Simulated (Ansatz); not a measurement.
## Choice of functional: CdO

```
Cd O
1.0
     0.00000    2.34815    2.34815
     2.34815    0.00000    2.34815
     2.34815    2.34815    0.00000
Cd O
1 1
Cartesian
  0.0000 0.0000 0.0000
  2.3481 2.3481 2.3481
```

Atoms are numbered in the order listed.

The cell comes from COD entry 9006671, which wasn't checked; take it as a given geometry.

One fixed cell is solved with several functionals by PAW with the default files in Ansatz 0.2.0, scalar-relativistically. A positive pressure means that the functional wants a larger cell.

The PAW files were made with PBE; their cores are remade for each functional.

Numerical set-up: a Γ-centred 11×11×11 k mesh, Fermi–Dirac smearing of 0.01 eV, cutoff 420 eV, no spin polarisation.

Cutoffs: PBE 420 eV, LDA 420 eV, PBEsol 420 eV, r²SCAN 500 eV.

Gaps under 0.4 eV may close at points that the mesh misses.

| setting | P (GPa) | gap over the k mesh and a high-symmetry path (eV) | lowest level at Γ above −25 eV, from the valence-band top or, without a gap, the Fermi level (eV) |
| --- | --- | --- | --- |
| PBE | 6.35 | none | -17.38 |
| LDA | -5.91 | none | ? |
| PBEsol | -0.56 | none | -17.33 |
| r²SCAN | 0.92 | ? | -18.30 |

**Question.** Fill in "gap over the k mesh and a high-symmetry path (eV)" for the row "r²SCAN".

**Answer.** 0.11.

**Question.** Fill in "lowest level at Γ above −25 eV, from the valence-band top or, without a gap, the Fermi level (eV)" for the row "LDA".

**Answer.** -17.14.
